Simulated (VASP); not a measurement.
# Ta (Im-3m) in VASP: notebook

The runs below take Ta through atomic charges, relaxation of the atoms, with BLYP, revPBE+D2.

Everything below comes from runs of VASP 6.6.1. Logs are shortened: lines on timing, memory, paths and dates and some standing lists are left out, and cuts for length are marked.

### Step 1. The structure

The structure is cubic, space group Im-3m (No. 229). Conventional cell: a = 3.303 Å, b = 3.303 Å, c = 3.303 Å, α = 90.00°, β = 90.00°, γ = 90.00°. Ta (site symmetry m-3m) is surrounded by 8 Ta at 2.86 Å.

### Step 2. Atomic charges, BLYP

The input, INCAR:

```
SYSTEM = Ta
  PREC = Accurate
  ENCUT = 520
  EDIFF = 1E-6
  ISMEAR = -5
  SIGMA = 0.05
  LREAL = .FALSE.
  LASPH = .TRUE.
  NELM = 80
  ALGO = Fast
  ISIF = 2
  LWAVE = .FALSE.
  LCHARG = .TRUE.
  GGA = B5
  ALDAX = 1.0
  AGGAX = 1.0
  AGGAC = 1.0
  ALDAC = 0.0
  LORBIT = 11
  LELF = .TRUE.
  LVHAR = .TRUE.
```

The input, KPOINTS:

```
Automatic mesh
0
G
  11 11 11
  0 0 0
```

The input, POSCAR:

```
Ta
1.0
   -1.6512800000      1.6512800000      1.6512800000
    1.6512800000     -1.6512800000      1.6512800000
    1.6512800000      1.6512800000     -1.6512800000
Ta
1
Direct
    0.0000000000      0.0000000000      0.0000000000
```

Potentials or basis: VASP PAW PBE potentials, release 64 (Ta_pv).

Command:

```sh
cat potpaw_PBE.64/Ta_pv/POTCAR > POTCAR
mpirun -np 1 vasp_std > vasp.out
```

OUTCAR:

```text
SYSTEM = Ta
   PREC = Accurate
   ENCUT = 520
   EDIFF = 1E-6
   ISMEAR = -5
   LREAL = .FALSE.
   LASPH = .TRUE.
   NELM = 80
   ISIF = 2
   GGA = B5
   LORBIT = 11

 ion  position               nearest neighbor table
   1  0.000  0.000  0.000-

  LATTYP: Found a body centered cubic cell.
 ALAT       =     3.3025600000

  Lattice vectors:

 A1 = (  -1.6512800000,   1.6512800000,   1.6512800000)
 A2 = (   1.6512800000,  -1.6512800000,   1.6512800000)
 A3 = (   1.6512800000,   1.6512800000,  -1.6512800000)

Analysis of symmetry for initial positions (statically):
=====================================================================
 Subroutine PRICEL returns:
 Original cell was already a primitive cell.

 Routine SETGRP: Setting up the symmetry group for a
 body centered cubic supercell.

 Subroutine GETGRP returns: Found 48 space group operations
 (whereof 48 operations were pure point group operations)
 out of a pool of 48 trial point group operations.

The static configuration has the point symmetry O_h .

Analysis of symmetry for dynamics (positions and initial velocities):
=====================================================================
 Subroutine PRICEL returns:
 Original cell was already a primitive cell.

 Routine SETGRP: Setting up the symmetry group for a
 body centered cubic supercell.

 Subroutine GETGRP returns: Found 48 space group operations
 (whereof 48 operations were pure point group operations)
 out of a pool of 48 trial point group operations.

The dynamic configuration has the point symmetry O_h .

 Subroutine INISYM returns: Found 48 space group operations
 (whereof 48 operations are pure point group operations),
 and found     1 'primitive' translations

----------------------------------------------------------------------------------------

                                     Primitive cell

  volume of cell :      18.0104

  direct lattice vectors                    reciprocal lattice vectors
    -1.651280000  1.651280000  1.651280000     0.000000000  0.302795407  0.302795407
     1.651280000 -1.651280000  1.651280000     0.302795407  0.000000000  0.302795407
     1.651280000  1.651280000 -1.651280000     0.302795407  0.302795407  0.000000000

  length of vectors
     2.860100858  2.860100858  2.860100858     0.428217371  0.428217371  0.428217371

  position of ions in fractional coordinates (direct lattice)
     0.000000000  0.000000000  0.000000000

  ion indices of the primitive-cell ions
   primitive index   ion index
                 1           1

----------------------------------------------------------------------------------------

 KPOINTS: Automatic mesh

Automatic generation of k-mesh.
 Grid dimensions read from file:
 generate k-points for:   11   11   11

 Generating k-lattice:

  Cartesian coordinates                     Fractional coordinates (reciprocal lattice)
     0.000000000  0.027526855  0.027526855     0.090909091  0.000000000  0.000000000
     0.027526855  0.000000000  0.027526855     0.000000000  0.090909091  0.000000000
     0.027526855  0.027526855  0.000000000     0.000000000  0.000000000  0.090909091

  Length of vectors
     0.038928852  0.038928852  0.038928852

  Shift w.r.t. Gamma in fractional coordinates (k-lattice)
     0.000000000  0.000000000  0.000000000

 TETIRR: Found   1471 inequivalent tetrahedra from     7986

 Subroutine IBZKPT returns following result:
 ===========================================

 Found     56 irreducible k-points:

 Following reciprocal coordinates:
            Coordinates               Weight
  0.000000  0.000000  0.000000      1.000000
  0.090909  0.000000  0.000000     12.000000
  0.181818  0.000000  0.000000     12.000000
  0.272727  0.000000  0.000000     12.000000
  0.363636  0.000000  0.000000     12.000000
  0.454545  0.000000  0.000000     12.000000
[... 42 lines left out ...]
 -0.363636  0.363636  0.272727     24.000000
 -0.454545  0.454545  0.272727     24.000000
 [... further k-points ...]
   k-points           NKPTS =     56   k-points in BZ     NKDIM =     56   number of bands    NBANDS=      9
   number of dos      NEDOS =    301   number of ions     NIONS =      1
   total plane-waves  NPLWV =  13824
   dimension x,y,z NGX =    24 NGY =   24 NGZ =   24
   dimension x,y,z NGXF=    48 NGYF=   48 NGZF=   48
   ions per type =               1
   NGX,Y,Z   is equivalent  to a cutoff of  13.95, 13.95, 13.95 a.u.
   NGXF,Y,Z  is equivalent  to a cutoff of  27.90, 27.90, 27.90 a.u.
 SYSTEM =  Ta
   PREC   = accura    normal or accurate (medium, high low for compatibility)
   ISTART =      0    job   : 0-new  1-cont  2-samecut
   ICHARG =      2    charge: 1-file 2-atom 10-const
   ISPIN  =      1    spin polarized calculation?
   LNONCOLLINEAR =      F non collinear calculations
   LSORBIT =      F    spin-orbit coupling
   LASPH  =      T    aspherical Exc in radial PAW
   ENCUT  =  520.0 eV  38.22 Ry    6.18 a.u.   5.32  5.32  5.32*2*pi/ulx,y,z
   NELM   =     80;   NELMIN=  2; NELMDL= -5     # of ELM steps
   EDIFF  = 0.1E-05   stopping-criterion for ELM
   LREAL  =      F    real-space projection
   EDIFFG = 0.1E-04   stopping-criterion for IOM
   NSW    =      0    number of steps for IOM
   IBRION =     -1    ionic relax: 0-MD 1-quasi-New 2-CG
   NFREE  =      0    steps in history (QN), initial steepest desc. (CG)
   ISIF   =      2    stress and relaxation
   ISYM   =      2    0-nonsym 1-usesym 2-fastsym
   POTIM  = 0.5000    time-step for ionic-motion
   TEBEG  =    0.0;   TEEND  =   0.0 temperature during run
   PSTRESS=    0.0 pullay stress
   NELECT =      11.0000    total number of electrons
   NUPDOWN=      -1.0000    fix difference up-down
   EMIN   =  10.00;   EMAX   =-10.00  energy-range for DOS
   EFERMI =   0.00;   METHOD = LEGACY
   ISMEAR =    -5;   SIGMA  =   0.05  broadening in eV -4-tet -1-fermi 0-gaus
   EFERMI_NEDOS =   21; number of points for ismear=-14 and -15
   IALGO  =     68    algorithm
   IMIX   =      4    mixing-type and parameters
     AMIX     =   0.40;   BMIX     =  1.00
     AMIX_MAG =   1.60;   BMIX_MAG =  1.00
  volume/ion in A,a.u.               =      18.01       121.54
  Fermi-wavevector in a.u.,A,eV,Ry     =   1.388988  2.624806 26.249534  1.929286
  Thomas-Fermi vector in A             =   2.513061
   LORBIT       =     11    0 simple, 1 ext, 2 COOP (PROOUT), +10 PAW based schemes
   GGA     = B5    functional components
   LHFCALC =     F    Hartree Fock is set to
   AEXX    =    0.0000 exact exchange contribution
   IVDW    =     0    specifies the selected vdW correction
   LEPSILON=     F    determine dielectric tensor
   LRPA    =     F    only Hartree local field effects (RPA)
 non-spin polarized calculation
 RMM-DIIS sequential band-by-band and
 Fermi weights with tetrahedron method with Bloechl corrections
  energy-cutoff  :      520.00
  volume of cell :       18.01
 maximum number of plane-waves:       494
 NGX is ok and might be reduce to    24
   NGX = 11   NGY = 11   NGZ = 11

 number of electron      11.0000002 magnetization

 Free energy of the ion-electron system (eV)
  ---------------------------------------------------
  ext. energy  EPLUGINS =         0.00000000
  ---------------------------------------------------
  free energy    TOTEN  =       -10.27406209 eV

  energy without entropy =      -10.27406209  energy(sigma->0) =      -10.27406209

 E-fermi :   6.0632     XC(G=0): -11.9968

 val. band max:        6.2091930388   @ k =   0.3636   0.1818   0.0909
 cond. band min:       6.1127307047   @ k =  -0.1818   0.2727   0.0909
 fundamental gap:     -0.0964623341
 Fermi energy:         6.0632078450

 k-point     1 :       0.0000    0.0000    0.0000
  band No.  band energies     occupation
      1     -26.8958      2.00000
      2     -26.8958      2.00000
      3     -26.8958      2.00000
      4      -1.6975      2.00000
      5       6.6789      0.00000
      6       6.6789      0.00000
      7       6.6789      0.00000
      8       9.9643      0.00000
      9       9.9643      0.00000

 k-point     2 :       0.0909    0.0000    0.0000
  band No.  band energies     occupation
      1     -26.9991      2.00000
      2     -26.9277      2.00000
      3     -26.8964      2.00000
      4      -1.3297      2.00000
      5       6.4506     -0.06167
      6       6.6077     -0.02196
      7       7.0402      0.00000
      8       9.6269      0.00000
      9       9.9681      0.00000

 k-point     3 :       0.1818    0.0000    0.0000
  band No.  band energies     occupation
      1     -27.2682      2.00000
      2     -27.0123      2.00000
      3     -26.8978      2.00000
      4      -0.3383      2.00000
      5       5.8962      1.66393
      6       6.2679      0.31835
      7       8.0934      0.00000
      8       9.2729      0.00000
      9      10.0242      0.00000

 k-point     4 :       0.2727    0.0000    0.0000
  band No.  band energies     occupation
      1     -27.6051      2.00000
      2     -27.1211      2.00000
      3     -26.8998      2.00000
      4       0.8771      2.00000
      5       5.2662      2.02875
      6       5.9216      1.83673
      7       9.4582      0.00000
      8       9.7355      0.00000
      9      10.2064      0.00000
[... 397 lines left out ...]
 k-point    38 :       0.2727    0.1818    0.1818
  band No.  band energies     occupation
      1     -27.7717      2.00000
      2     -27.4241      2.00000
      3     -27.2504      2.00000
      4       4.1720      2.00000
      5       4.4675      2.00000
      6       5.4254      2.02271
      7      10.7556      0.00000
      8      10.9330      0.00000
      9      14.3527      0.00000

 k-point    39 :      -0.1818    0.1818    0.1818
  band No.  band energies     occupation
      1     -27.3355      2.00000
      2     -27.1344      2.00000
      3     -27.1344      2.00000
      4       0.9076      2.00000
      5       6.6951      0.18119
      6       6.7349     -0.17345
      7       6.7349      0.00000
      8       8.0290      0.00000
      9      11.0594      0.00000

 k-point    40 :       0.2727    0.2727    0.1818
  band No.  band energies     occupation
      1     -27.5812      2.00000
      2     -27.5812      2.00000
      3     -27.3304      2.00000
      4       4.3690      2.00000
      5       5.0576      2.00000
      6       5.0576      2.01701
      7      10.9494      0.00000
      8      10.9494      0.00000
      9      13.4419      0.00000

 [... further k-points ...]

------------------------ aborting loop because EDIFF is reached ----------------------------------------

 total charge

# of ion       s       p       d       tot
------------------------------------------
    1        0.367   6.156   2.458   8.982

  FORCE on cell =-STRESS in cart. coord.  units (eV):
  Direction    XX          YY          ZZ          XY          YZ          ZX
  --------------------------------------------------------------------------------------
  -------------------------------------------------------------------------------------
  Total        1.1385602      1.1385602      1.1385602     -0.0000000     -0.0000000     -0.0000000
  in kB      101.2848350    101.2848350    101.2848350     -0.0000000     -0.0000000     -0.0000000
  external PRESSURE =     101.2848350 kB  Pullay stress =       0.0000000 kB

 VOLUME and BASIS-vectors are now :
 -----------------------------------------------------------------------------
  energy-cutoff  :      520.00
  volume of cell :       18.01
      direct lattice vectors                 reciprocal lattice vectors
    -1.651280000  1.651280000  1.651280000     0.000000000  0.302795407  0.302795407
     1.651280000 -1.651280000  1.651280000     0.302795407  0.000000000  0.302795407
     1.651280000  1.651280000 -1.651280000     0.302795407  0.302795407  0.000000000

 POSITION                                       TOTAL-FORCE (eV/Angst)
 -----------------------------------------------------------------------------------
      0.00000      0.00000      0.00000        -0.000000      0.000000      0.000000
 -----------------------------------------------------------------------------------
    total drift:                               -0.000000      0.000000      0.000000

  FREE ENERGIE OF THE ION-ELECTRON SYSTEM (eV)
  ---------------------------------------------------
  free  energy   TOTEN  =       -10.2740620880 eV

  energy  without entropy=      -10.2740620880  energy(sigma->0) =      -10.27406209

 total charge

# of ion       s       p       d       tot
------------------------------------------
    1        0.367   6.156   2.458   8.982
```

Wall time 14 s (1 thread of AMD EPYC 9R45 (Zen 5), shared host); peak memory 0.11 GiB.

Results:

- Free energy: -10.2741 eV
- Pressure: 10.1 GPa
- Band gap on the k mesh: none (metal or under the smearing width)
- Valence electrons inside the program's atomic spheres: Ta 8.98

Levels at points of the mesh, in eV from the Fermi level:
| k point | band 2 | band 3 | band 4 | band 5 | band 6 | band 7 | band 8 | band 9 |
| --- | --- | --- | --- | --- | --- | --- | --- | --- |
| (0.00, 0.00, 0.00) | -32.96 | -32.96 | -7.76 | 0.62 | 0.62 | 0.62 | 3.90 | 3.90 |

Caveat: the PAW data sets were made with another functional, which shifts forces and pressure a little; tetrahedron occupations give inexact forces and stress in metals. Spin-orbit coupling is left out, which matters for the levels of Ta.

### Step 3. Relaxation of the atoms, revPBE+D2, spin-orbit coupling, no magnetisation (cell strained at random at fixed volume)

The input, INCAR:

```
ALGO     = Fast           # electronic algorithm
EDIFF    = 1E-4           # SCF threshold, eV
EDIFFG   = -0.01          # ionic threshold
ENCUT    = 520            # plane-wave cutoff, eV
GGA      = RE             # functional
GGA_COMPAT= False        
IBRION   = 2              # ionic algorithm
ISIF     = 2              # what is computed and relaxed
ISMEAR   = 1              # smearing method
IVDW     = 1              # dispersion correction
LASPH    = True           # aspherical terms in the spheres
LCHARG   = False          # write CHGCAR
LMAXMIX  = 4              # l up to which the mixer works
LORBIT   = 11             # projections on sites
LREAL    = False          # projectors in reciprocal space
LSORBIT  = True           # spin-orbit coupling
LWAVE    = False          # write WAVECAR
MAGMOM   = 0 0 0          # initial moments
NBANDS   = 15             # bands
NELM     = 80             # most SCF steps
NSW      = 40             # ionic steps
PREC     = Accurate       # precision mode
SIGMA    = 0.1            # smearing width, eV
```

The input, KPOINTS:

```
k-points
0
Gamma
  8 8 8
```

The input, POSCAR:

```
Ta
2.8305
   -0.579983748454      0.585382087970      0.566505917682
    0.593046811517     -0.593912029677      0.588098569157
    0.576845080374      0.590773361597     -0.575035859389
Ta
1
Direct
    0.0426950000      0.0027960000     -0.0266550000
```

Potentials or basis: VASP PAW PBE potentials, release 64 (Ta_pv).

Command:

```sh
cat potpaw_PBE.64/Ta_pv/POTCAR > POTCAR
mpirun -np 1 vasp_ncl > vasp.out
```

Run time: 100 s. Hardware: 1 thread of AMD EPYC 9R45 (Zen 5), shared host; peak memory 0.23 GiB.

These settings aren't checked as converged (typed here: EDIFF = 0.0001; NBANDS = 15): the numbers below hold their error.

Results:

```yaml
Free_energy: -14.4487 eV
Pressure_after_relaxing: -8.6 GPa
Valence_electrons_inside_the_program's_atomic_spheres: Ta 8.95
Dispersion_energy_per_atom: -2.312 eV
```

Caveat: the relaxation stopped at its first step, so nothing moved; the PAW data sets were made with another functional, which shifts forces and pressure a little.
